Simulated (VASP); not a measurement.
# InP (F-43m) in VASP: settings compared

The runs below take InP through single point, with PBE, RPBE+D3(BJ).

All numbers are computed with VASP 6.6.1; they aren't measurements. Logs are shortened: lines on timing, memory, paths and dates and some standing lists are left out, and cuts for length are marked.

**Experimental background.**

From a printed reference work, data compilation, for a bulk crystal of InP at 1.6 K: band gap 1.4236 eV (direct).

The results are compared with them further down.

### 1 The cell of the first run

It takes space group F-43m (No. 216, cubic). Conventional cell: a = 5.861 Å, b = 5.861 Å, c = 5.861 Å, α = 90.00°, β = 90.00°, γ = 90.00°. In (site symmetry -43m) has 4 P at 2.54 Å within 3.3 Å. Within 3.3 Å of P (site symmetry -43m) lie 4 In at 2.54 Å.

### 2 Single point, PBE

File INCAR:

```
SYSTEM = InP
PREC = Accurate
ENCUT = 520
EDIFF = 1E-7
ISMEAR = -1
SIGMA = 0.02
LREAL = .FALSE.
LASPH = .TRUE.
NELM = 100
ALGO = Normal
ISIF = 2
LWAVE = .FALSE.
LCHARG = .FALSE.
GGA = PE
NBANDS = 16
```

File KPOINTS:

```
regular mesh
0
G
  6 6 6
  0 0 0
```

File POSCAR:

```
InP
1.0
    0.0000000000      2.9305000000      2.9305000000
    2.9305000000      0.0000000000      2.9305000000
    2.9305000000      2.9305000000      0.0000000000
In P
1 1
Direct
    0.0000000000      0.0000000000      0.0000000000
    0.7500000000      0.7500000000      0.7500000000
```

Potentials or basis: VASP PAW PBE potentials, release 64 (In_d, P).

Command:

```bash
cat potpaw_PBE.64/In_d/POTCAR potpaw_PBE.64/P/POTCAR > POTCAR
mpirun -np 1 vasp_std > vasp.out
```

OUTCAR:

```text
SYSTEM = InP
   PREC = Accurate
   ENCUT = 520
   EDIFF = 1E-7
   ISMEAR = -1
   LREAL = .FALSE.
   LASPH = .TRUE.
   NELM = 100
   ISIF = 2
   GGA = PE

 ion  position               nearest neighbor table
   1  0.000  0.000  0.000-   2 2.54   2 2.54   2 2.54   2 2.54
   2  0.750  0.750  0.750-   1 2.54   1 2.54   1 2.54   1 2.54

  LATTYP: Found a face centered cubic cell.
 ALAT       =     5.8610000000

  Lattice vectors:

 A1 = (   0.0000000000,   2.9305000000,   2.9305000000)
 A2 = (   2.9305000000,   0.0000000000,   2.9305000000)
 A3 = (   2.9305000000,   2.9305000000,   0.0000000000)

Analysis of symmetry for initial positions (statically):
=====================================================================
 Subroutine PRICEL returns:
 Original cell was already a primitive cell.

 Routine SETGRP: Setting up the symmetry group for a
 face centered cubic supercell.

 Subroutine GETGRP returns: Found 24 space group operations
 (whereof 24 operations were pure point group operations)
 out of a pool of 48 trial point group operations.

The static configuration has the point symmetry T_d .

Analysis of symmetry for dynamics (positions and initial velocities):
=====================================================================
 Subroutine PRICEL returns:
 Original cell was already a primitive cell.

 Routine SETGRP: Setting up the symmetry group for a
 face centered cubic supercell.

 Subroutine GETGRP returns: Found 24 space group operations
 (whereof 24 operations were pure point group operations)
 out of a pool of 48 trial point group operations.

The dynamic configuration has the point symmetry T_d .

 Subroutine INISYM returns: Found 24 space group operations
 (whereof 24 operations are pure point group operations),
 and found     1 'primitive' translations

----------------------------------------------------------------------------------------

                                     Primitive cell

  volume of cell :      50.3333

  direct lattice vectors                    reciprocal lattice vectors
     0.000000000  2.930500000  2.930500000    -0.170619348  0.170619348  0.170619348
     2.930500000  0.000000000  2.930500000     0.170619348 -0.170619348  0.170619348
     2.930500000  2.930500000  0.000000000     0.170619348  0.170619348 -0.170619348

  length of vectors
     4.144352845  4.144352845  4.144352845     0.295521380  0.295521380  0.295521380

  position of ions in fractional coordinates (direct lattice)
     0.000000000  0.000000000  0.000000000
     0.750000000  0.750000000  0.750000000

  ion indices of the primitive-cell ions
   primitive index   ion index
                 1           1
                 2           2

----------------------------------------------------------------------------------------

 KPOINTS: regular mesh

Automatic generation of k-mesh.
 Grid dimensions read from file:
 generate k-points for:    6    6    6

 Generating k-lattice:

  Cartesian coordinates                     Fractional coordinates (reciprocal lattice)
    -0.028436558  0.028436558  0.028436558     0.166666667  0.000000000  0.000000000
     0.028436558 -0.028436558  0.028436558     0.000000000  0.166666667  0.000000000
     0.028436558  0.028436558 -0.028436558     0.000000000  0.000000000  0.166666667

  Length of vectors
     0.049253563  0.049253563  0.049253563

  Shift w.r.t. Gamma in fractional coordinates (k-lattice)
     0.000000000  0.000000000  0.000000000

 Subroutine IBZKPT returns following result:
 ===========================================

 Found     16 irreducible k-points:

 Following reciprocal coordinates:
            Coordinates               Weight
  0.000000  0.000000  0.000000      1.000000
  0.166667  0.000000  0.000000      8.000000
  0.333333  0.000000  0.000000      8.000000
  0.500000  0.000000  0.000000      4.000000
  0.166667  0.166667  0.000000      6.000000
  0.333333  0.166667  0.000000     24.000000
[... 8 lines left out ...]
 -0.333333  0.333333  0.166667     24.000000
 -0.333333  0.500000  0.166667     12.000000
   k-points           NKPTS =     16   k-points in BZ     NKDIM =     16   number of bands    NBANDS=     16
   number of dos      NEDOS =    301   number of ions     NIONS =      2
   total plane-waves  NPLWV =  32768
   dimension x,y,z NGX =    32 NGY =   32 NGZ =   32
   dimension x,y,z NGXF=    64 NGYF=   64 NGZF=   64
   ions per type =               1   1
   NGX,Y,Z   is equivalent  to a cutoff of  12.84, 12.84, 12.84 a.u.
   NGXF,Y,Z  is equivalent  to a cutoff of  25.67, 25.67, 25.67 a.u.
 SYSTEM =  InP
   PREC   = accura    normal or accurate (medium, high low for compatibility)
   ISTART =      0    job   : 0-new  1-cont  2-samecut
   ICHARG =      2    charge: 1-file 2-atom 10-const
   ISPIN  =      1    spin polarized calculation?
   LNONCOLLINEAR =      F non collinear calculations
   LSORBIT =      F    spin-orbit coupling
   LASPH  =      T    aspherical Exc in radial PAW
   ENCUT  =  520.0 eV  38.22 Ry    6.18 a.u.   7.71  7.71  7.71*2*pi/ulx,y,z
   NELM   =    100;   NELMIN=  2; NELMDL= -5     # of ELM steps
   EDIFF  = 0.1E-06   stopping-criterion for ELM
   LREAL  =      F    real-space projection
   EDIFFG = 0.1E-05   stopping-criterion for IOM
   NSW    =      0    number of steps for IOM
   IBRION =     -1    ionic relax: 0-MD 1-quasi-New 2-CG
   NFREE  =      0    steps in history (QN), initial steepest desc. (CG)
   ISIF   =      2    stress and relaxation
   ISYM   =      2    0-nonsym 1-usesym 2-fastsym
   POTIM  = 0.5000    time-step for ionic-motion
   TEBEG  =    0.0;   TEEND  =   0.0 temperature during run
   PSTRESS=    0.0 pullay stress
   NELECT =      18.0000    total number of electrons
   NUPDOWN=      -1.0000    fix difference up-down
   EMIN   =  10.00;   EMAX   =-10.00  energy-range for DOS
   EFERMI =   0.00;   METHOD = LEGACY
   ISMEAR =    -1;   SIGMA  =   0.02  broadening in eV -4-tet -1-fermi 0-gaus
   EFERMI_NEDOS =   21; number of points for ismear=-14 and -15
   IALGO  =     38    algorithm
   IMIX   =      4    mixing-type and parameters
     AMIX     =   0.40;   BMIX     =  1.00
     AMIX_MAG =   1.60;   BMIX_MAG =  1.00
  volume/ion in A,a.u.               =      25.17       169.83
  Fermi-wavevector in a.u.,A,eV,Ry     =   1.162021  2.195901 18.371846  1.350293
  Thomas-Fermi vector in A             =   2.298587
   LORBIT       =      0    0 simple, 1 ext, 2 COOP (PROOUT), +10 PAW based schemes
   GGA     = PE    functional components
   LHFCALC =     F    Hartree Fock is set to
   AEXX    =    0.0000 exact exchange contribution
   IVDW    =     0    specifies the selected vdW correction
   LEPSILON=     F    determine dielectric tensor
   LRPA    =     F    only Hartree local field effects (RPA)
 non-spin polarized calculation
  energy-cutoff  :      520.00
  volume of cell :       50.33
 maximum number of plane-waves:      1380
   NGX = 15   NGY = 15   NGZ = 15

 number of electron      18.0000005 magnetization

 Free energy of the ion-electron system (eV)
  ---------------------------------------------------
  ext. energy  EPLUGINS =         0.00000000
  ---------------------------------------------------
  free energy    TOTEN  =        -8.37009074 eV

  energy without entropy =       -8.37009074  energy(sigma->0) =       -8.37009074

 E-fermi :   5.5616     XC(G=0):  -9.2800

 val. band max:        5.1955557859   @ k =   0.0000   0.0000   0.0000
 cond. band min:       5.9056039198   @ k =   0.0000   0.0000   0.0000
 fundamental gap:      0.7100481339
 Fermi energy:         5.5615714506

 k-point     1 :       0.0000    0.0000    0.0000
  band No.  band energies     occupation
      1      -8.9978      2.00000
      2      -8.9978      2.00000
      3      -8.9978      2.00000
      4      -8.8460      2.00000
      5      -8.8460      2.00000
      6      -6.3225      2.00000
[... 8 lines left out ...]
     15      14.6413      0.00000
     16      14.6413      0.00000

 k-point     2 :       0.1667    0.0000    0.0000
  band No.  band energies     occupation
      1      -9.0297      2.00000
      2      -8.9854      2.00000
      3      -8.9854      2.00000
      4      -8.8456      2.00000
      5      -8.8456      2.00000
      6      -6.0092      2.00000
[... 8 lines left out ...]
     15      13.8123      0.00000
     16      14.6809      0.00000

 k-point     3 :       0.3333    0.0000    0.0000
  band No.  band energies     occupation
      1      -9.0888      2.00000
      2      -8.9656      2.00000
      3      -8.9656      2.00000
      4      -8.8391      2.00000
      5      -8.8391      2.00000
      6      -5.2005      2.00000
[... 8 lines left out ...]
     15      14.2930      0.00000
     16      14.2930      0.00000

 k-point     4 :       0.5000    0.0000    0.0000
  band No.  band energies     occupation
      1      -9.1166      2.00000
      2      -8.9590      2.00000
      3      -8.9590      2.00000
      4      -8.8324      2.00000
      5      -8.8324      2.00000
      6      -4.5975      2.00000
[... 8 lines left out ...]
     15      15.8362      0.00000
     16      15.8362      0.00000
[... 172 lines left out ...]
 k-point    14 :       0.5000    0.3333    0.1667
  band No.  band energies     occupation
      1      -9.1298      2.00000
      2      -8.9434      2.00000
      3      -8.9249      2.00000
      4      -8.8655      2.00000
      5      -8.8277      2.00000
      6      -4.5706      2.00000
[... 8 lines left out ...]
     15      16.3102      0.00000
     16      16.9331      0.00000

 k-point    15 :      -0.3333    0.3333    0.1667
  band No.  band energies     occupation
      1      -9.1394      2.00000
      2      -8.9439      2.00000
      3      -8.9141      2.00000
      4      -8.8599      2.00000
      5      -8.8326      2.00000
      6      -4.0889      2.00000
[... 8 lines left out ...]
     15      16.2982      0.00000
     16      16.7651      0.00000

 k-point    16 :      -0.3333    0.5000    0.1667
  band No.  band energies     occupation
      1      -9.1588      2.00000
      2      -8.9255      2.00000
      3      -8.9013      2.00000
      4      -8.8743      2.00000
      5      -8.8241      2.00000
      6      -3.8840      2.00000
[... 8 lines left out ...]
     15      16.4509      0.00000
     16      17.1541      0.00000

------------------------ aborting loop because EDIFF is reached ----------------------------------------

  FORCE on cell =-STRESS in cart. coord.  units (eV):
  Direction    XX          YY          ZZ          XY          YZ          ZX
  --------------------------------------------------------------------------------------
  -------------------------------------------------------------------------------------
  Total        1.0317464      1.0317464      1.0317464     -0.0000000     -0.0000000      0.0000000
  in kB       32.8419075     32.8419075     32.8419075     -0.0000000     -0.0000000      0.0000000
  external PRESSURE =      32.8419075 kB  Pullay stress =       0.0000000 kB

 VOLUME and BASIS-vectors are now :
 -----------------------------------------------------------------------------
  energy-cutoff  :      520.00
  volume of cell :       50.33
      direct lattice vectors                 reciprocal lattice vectors
     0.000000000  2.930500000  2.930500000    -0.170619348  0.170619348  0.170619348
     2.930500000  0.000000000  2.930500000     0.170619348 -0.170619348  0.170619348
     2.930500000  2.930500000  0.000000000     0.170619348  0.170619348 -0.170619348

 POSITION                                       TOTAL-FORCE (eV/Angst)
 -----------------------------------------------------------------------------------
      0.00000      0.00000      0.00000         0.000000     -0.000000      0.000000
      4.39575      4.39575      4.39575        -0.000000      0.000000     -0.000000
 -----------------------------------------------------------------------------------
    total drift:                                0.000000      0.000000      0.000000

  FREE ENERGIE OF THE ION-ELECTRON SYSTEM (eV)
  ---------------------------------------------------
  free  energy   TOTEN  =        -8.3700907430 eV

  energy  without entropy=       -8.3700907428  energy(sigma->0) =       -8.37009074
```

It took 16 s on 1 thread of Intel Xeon Platinum 8259CL at 2.50GHz (Skylake/Cascade Lake), shared host; peak memory 0.18 GiB.

Results:

| Quantity | Value |
| --- | --- |
| Free energy | -8.3701 eV |
| Pressure | 3.3 GPa |
| Band gap on the k mesh | 0.71 eV, direct |

Caveat: spin-orbit coupling is left out, which moves the levels of the heavy elements. PBE gaps usually lie below the measured ones, often by a third to a half.

(Part 1 of 2 ends here.)
